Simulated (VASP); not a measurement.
# Al (Fm-3m) in VASP: relaxation of cell and atoms with PBE

Aim: the relaxation of cell and atoms of Al with PBE.

Program: VASP 6.6.1. These are calculated values, not measurements. Logs are shortened: lines on timing, memory, paths and dates and some standing lists are left out, and cuts for length are marked.

### 1 Starting point

It takes space group Fm-3m (No. 225, cubic). Conventional cell: a = 4.040 Å, b = 4.040 Å, c = 4.040 Å, α = 90.00°, β = 90.00°, γ = 90.00°. Around Al (site symmetry m-3m) lie 12 Al at 2.86 Å.

The cell was built by a generator and needn't be a form met in nature.

### 2 Relaxation of cell and atoms, PBE

Input file INCAR:

```
PREC     = Accurate       # precision mode
ENCUT    = 600            # plane-wave cutoff, eV
EDIFF    = 1E-6           # SCF threshold, eV
ISMEAR   = 1              # smearing method
SIGMA    = 0.2            # smearing width, eV
LREAL    = False          # projectors in reciprocal space
LASPH    = True           # aspherical terms in the spheres
NELM     = 60             # most SCF steps
ALGO     = Normal         # electronic algorithm
ISIF     = 3              # what is computed and relaxed
LWAVE    = False          # write WAVECAR
LCHARG   = False          # write CHGCAR
GGA      = PE             # functional
IBRION   = 2              # ionic algorithm
NSW      = 40             # ionic steps
EDIFFG   = -0.005         # ionic threshold
KPAR     = 8
```

Input file KPOINTS:

```
regular mesh
0
Gamma
  36 36 36
```

Input file POSCAR:

```
Al
1.0
    0.0000000000      2.0200000000      2.0200000000
    2.0200000000      0.0000000000      2.0200000000
    2.0200000000      2.0200000000      0.0000000000
Al
1
Direct
    0.0000000000      0.0000000000      0.0000000000
```

Potentials or basis: VASP PAW PBE potentials, release 64 (Al).

Run with:

```sh
$ cat potpaw_PBE.64/Al/POTCAR > POTCAR
$ mpirun -np 8 vasp_std > vasp.out
```

OUTCAR:

```text
PREC = Accurate
   ENCUT = 600
   EDIFF = 1E-6
   ISMEAR = 1
   LREAL = False
   LASPH = True
   NELM = 60
   ISIF = 3
   GGA = PE
   IBRION = 2
   NSW = 40
   EDIFFG = -0.005

 ion  position               nearest neighbor table
   1  0.000  0.000  0.000-

  LATTYP: Found a face centered cubic cell.
 ALAT       =     4.0400000000

  Lattice vectors:

 A1 = (   0.0000000000,   2.0200000000,   2.0200000000)
 A2 = (   2.0200000000,   0.0000000000,   2.0200000000)
 A3 = (   2.0200000000,   2.0200000000,   0.0000000000)

Analysis of symmetry for initial positions (statically):
=====================================================================
 Subroutine PRICEL returns:
 Original cell was already a primitive cell.

 Routine SETGRP: Setting up the symmetry group for a
 face centered cubic supercell.

 Subroutine GETGRP returns: Found 48 space group operations
 (whereof 48 operations were pure point group operations)
 out of a pool of 48 trial point group operations.

The static configuration has the point symmetry O_h .

Analysis of symmetry for dynamics (positions and initial velocities):
=====================================================================
 Subroutine PRICEL returns:
 Original cell was already a primitive cell.

 Routine SETGRP: Setting up the symmetry group for a
 face centered cubic supercell.

 Subroutine GETGRP returns: Found 48 space group operations
 (whereof 48 operations were pure point group operations)
 out of a pool of 48 trial point group operations.

The dynamic configuration has the point symmetry O_h .

 Subroutine INISYM returns: Found 48 space group operations
 (whereof 48 operations are pure point group operations),
 and found     1 'primitive' translations

----------------------------------------------------------------------------------------

                                     Primitive cell

  volume of cell :      16.4848

  direct lattice vectors                    reciprocal lattice vectors
     0.000000000  2.020000000  2.020000000    -0.247524752  0.247524752  0.247524752
     2.020000000  0.000000000  2.020000000     0.247524752 -0.247524752  0.247524752
     2.020000000  2.020000000  0.000000000     0.247524752  0.247524752 -0.247524752

  length of vectors
     2.856711396  2.856711396  2.856711396     0.428725447  0.428725447  0.428725447

  position of ions in fractional coordinates (direct lattice)
     0.000000000  0.000000000  0.000000000

  ion indices of the primitive-cell ions
   primitive index   ion index
                 1           1

----------------------------------------------------------------------------------------

 KPOINTS: regular mesh

Automatic generation of k-mesh.
 Grid dimensions read from file:
 generate k-points for:   36   36   36

 Generating k-lattice:

  Cartesian coordinates                     Fractional coordinates (reciprocal lattice)
    -0.006875688  0.006875688  0.006875688     0.027777778  0.000000000  0.000000000
     0.006875688 -0.006875688  0.006875688     0.000000000  0.027777778  0.000000000
     0.006875688  0.006875688 -0.006875688     0.000000000  0.000000000  0.027777778

  Length of vectors
     0.011909040  0.011909040  0.011909040

  Shift w.r.t. Gamma in fractional coordinates (k-lattice)
     0.000000000  0.000000000  0.000000000

 Subroutine IBZKPT returns following result:
 ===========================================

 Found   1240 irreducible k-points:

 Following reciprocal coordinates:
            Coordinates               Weight
  0.000000  0.000000  0.000000      1.000000
  0.027778  0.000000  0.000000      8.000000
  0.055556  0.000000  0.000000      8.000000
  0.083333  0.000000  0.000000      8.000000
  0.111111  0.000000  0.000000      8.000000
  0.138889  0.000000  0.000000      8.000000
[... 16 lines left out ...]
  0.111111  0.027778  0.000000     24.000000
  0.138889  0.027778  0.000000     24.000000
 [... further k-points ...]
   k-points           NKPTS =   1240   k-points in BZ     NKDIM =   1240   number of bands    NBANDS=      5
   number of dos      NEDOS =    301   number of ions     NIONS =      1
   total plane-waves  NPLWV =  13824
   dimension x,y,z NGX =    24 NGY =   24 NGZ =   24
   dimension x,y,z NGXF=    48 NGYF=   48 NGZF=   48
   ions per type =               1
   NGX,Y,Z   is equivalent  to a cutoff of  13.97, 13.97, 13.97 a.u.
   NGXF,Y,Z  is equivalent  to a cutoff of  27.93, 27.93, 27.93 a.u.
 SYSTEM =  unknown system
   PREC   = accura    normal or accurate (medium, high low for compatibility)
   ISTART =      0    job   : 0-new  1-cont  2-samecut
   ICHARG =      2    charge: 1-file 2-atom 10-const
   ISPIN  =      1    spin polarized calculation?
   LNONCOLLINEAR =      F non collinear calculations
   LSORBIT =      F    spin-orbit coupling
   LASPH  =      T    aspherical Exc in radial PAW
   ENCUT  =  600.0 eV  44.10 Ry    6.64 a.u.   5.71  5.71  5.71*2*pi/ulx,y,z
   NELM   =     60;   NELMIN=  2; NELMDL= -5     # of ELM steps
   EDIFF  = 0.1E-05   stopping-criterion for ELM
   LREAL  =      F    real-space projection
   EDIFFG = -.5E-02   stopping-criterion for IOM
   NSW    =     40    number of steps for IOM
   IBRION =      2    ionic relax: 0-MD 1-quasi-New 2-CG
   NFREE  =      1    steps in history (QN), initial steepest desc. (CG)
   ISIF   =      3    stress and relaxation
   ISYM   =      2    0-nonsym 1-usesym 2-fastsym
   POTIM  = 0.5000    time-step for ionic-motion
   TEBEG  =    0.0;   TEEND  =   0.0 temperature during run
   PSTRESS=    0.0 pullay stress
   NELECT =       3.0000    total number of electrons
   NUPDOWN=      -1.0000    fix difference up-down
   EMIN   =  10.00;   EMAX   =-10.00  energy-range for DOS
   EFERMI =   0.00;   METHOD = LEGACY
   ISMEAR =     1;   SIGMA  =   0.20  broadening in eV -4-tet -1-fermi 0-gaus
   EFERMI_NEDOS =   21; number of points for ismear=-14 and -15
   IALGO  =     38    algorithm
   IMIX   =      4    mixing-type and parameters
     AMIX     =   0.40;   BMIX     =  1.00
     AMIX_MAG =   1.60;   BMIX_MAG =  1.00
  volume/ion in A,a.u.               =      16.48       111.25
  Fermi-wavevector in a.u.,A,eV,Ry     =   0.927728  1.753151 11.710246  0.860679
  Thomas-Fermi vector in A             =   2.053828
   LORBIT       =      0    0 simple, 1 ext, 2 COOP (PROOUT), +10 PAW based schemes
   GGA     = PE    functional components
   LHFCALC =     F    Hartree Fock is set to
   AEXX    =    0.0000 exact exchange contribution
   IVDW    =     0    specifies the selected vdW correction
   LEPSILON=     F    determine dielectric tensor
   LRPA    =     F    only Hartree local field effects (RPA)
 conjugate gradient relaxation of ions
 non-spin polarized calculation
 Methfessel and Paxton  Order N= 1 SIGMA  =   0.20
  energy-cutoff  :      600.00
  volume of cell :       16.48
 maximum number of plane-waves:       568
   NGX = 11   NGY = 11   NGZ = 11

 number of electron       3.0000000 magnetization

 Free energy of the ion-electron system (eV)
  ---------------------------------------------------
  ext. energy  EPLUGINS =         0.00000000
  ---------------------------------------------------
  free energy    TOTEN  =        -3.74645295 eV

  energy without entropy =       -3.74659945  energy(sigma->0) =       -3.74650178

 E-fermi :   8.0159     XC(G=0): -10.2000

 val. band max:        8.0150497794   @ k =  -0.4444   0.3333   0.1111
 cond. band min:       8.0200351224   @ k =   0.4444   0.1944   0.0278
 fundamental gap:      0.0049853430
 Fermi energy:         8.0159400441

 k-point     1 :       0.0000    0.0000    0.0000
  band No.  band energies     occupation
      1      -3.1312      2.00000
      2      20.6339      0.00000
      3      20.6339      0.00000
      4      20.6339      0.00000
      5      22.1327      0.00000

 k-point     2 :       0.0278    0.0000    0.0000
  band No.  band energies     occupation
      1      -3.1102      2.00000
      2      20.1078      0.00000
      3      20.5402      0.00000
      4      20.5402      0.00000
      5      22.2594      0.00000

 k-point     3 :       0.0556    0.0000    0.0000
  band No.  band energies     occupation
      1      -3.0472      2.00000
      2      19.1166      0.00000
      3      20.3227      0.00000
      4      20.3227      0.00000
      5      22.5748      0.00000

 k-point     4 :       0.0833    0.0000    0.0000
  band No.  band energies     occupation
      1      -2.9423      2.00000
      2      18.0185      0.00000
      3      20.0661      0.00000
      4      20.0661      0.00000
      5      22.7927      0.00000

 k-point     5 :       0.1111    0.0000    0.0000
  band No.  band energies     occupation
      1      -2.7956      2.00000
      2      16.8931      0.00000
      3      19.8115      0.00000
      4      19.8115      0.00000
      5      22.7687      0.00000

 k-point     6 :       0.1389    0.0000    0.0000
  band No.  band energies     occupation
      1      -2.6072      2.00000
      2      15.7677      0.00000
      3      19.5756      0.00000
      4      19.5756      0.00000
      5      22.6962      0.00000
[... 113 lines left out ...]
 k-point    21 :       0.0556    0.0278    0.0000
  band No.  band energies     occupation
      1      -3.0542      2.00000
      2      19.4486      0.00000
      3      19.9639      0.00000
      4      20.4257      0.00000
      5      22.0991      0.00000

 k-point    22 :       0.0833    0.0278    0.0000
  band No.  band energies     occupation
      1      -2.9633      2.00000
      2      18.3870      0.00000
      3      19.6601      0.00000
      4      20.3327      0.00000
      5      22.3426      0.00000

 k-point    23 :       0.1111    0.0278    0.0000
  band No.  band energies     occupation
      1      -2.8306      2.00000
      2      17.2737      0.00000
      3      19.3756      0.00000
      4      20.1533      0.00000
      5      22.7114      0.00000

 k-point    24 :       0.1389    0.0278    0.0000
  band No.  band energies     occupation
      1      -2.6561      2.00000
      2      16.1507      0.00000
      3      19.1176      0.00000
      4      19.9498      0.00000
      5      22.9254      0.00000

 [... further k-points ...]

------------------------ aborting loop because EDIFF is reached ----------------------------------------

  FORCE on cell =-STRESS in cart. coord.  units (eV):
  Direction    XX          YY          ZZ          XY          YZ          ZX
  --------------------------------------------------------------------------------------
  -------------------------------------------------------------------------------------
  Total       -0.0007803     -0.0007803     -0.0007803      0.0000000     -0.0000000      0.0000000
  in kB       -0.0758380     -0.0758380     -0.0758380      0.0000000     -0.0000000      0.0000000
  external PRESSURE =      -0.0758380 kB  Pullay stress =       0.0000000 kB

 VOLUME and BASIS-vectors are now :
 -----------------------------------------------------------------------------
  energy-cutoff  :      600.00
  volume of cell :       16.48
      direct lattice vectors                 reciprocal lattice vectors
     0.000000000  2.020000000  2.020000000    -0.247524752  0.247524752  0.247524752
     2.020000000  0.000000000  2.020000000     0.247524752 -0.247524752  0.247524752
     2.020000000  2.020000000  0.000000000     0.247524752  0.247524752 -0.247524752

 POSITION                                       TOTAL-FORCE (eV/Angst)
 -----------------------------------------------------------------------------------
      0.00000      0.00000      0.00000         0.000000      0.000000      0.000000
 -----------------------------------------------------------------------------------
    total drift:                               -0.000000      0.000000      0.000000

  FREE ENERGIE OF THE ION-ELECTRON SYSTEM (eV)
  ---------------------------------------------------
  free  energy   TOTEN  =        -3.7464529481 eV

  energy  without entropy=       -3.7465994495  energy(sigma->0) =       -3.74650178

 reached required accuracy - stopping structural energy minimisation
```

Run time: 6.9 s. Hardware: 8 MPI ranks of AMD EPYC 9R45 (Zen 5), shared host; peak memory 0.22 GiB.

What came out:

```
Free energy             : -3.7465 eV
Pressure after relaxing : 0.0 GPa
Band gap on the k mesh  : none (metal or under the smearing width)
```

Final structure:
```
Al
1.0
     0.00000    2.02000    2.02000
     2.02000    0.00000    2.02000
     2.02000    2.02000    0.00000
Al
1
Direct
  0.00000 0.00000 0.00000
```

Caveat: the relaxation stopped at its first step, so nothing moved.
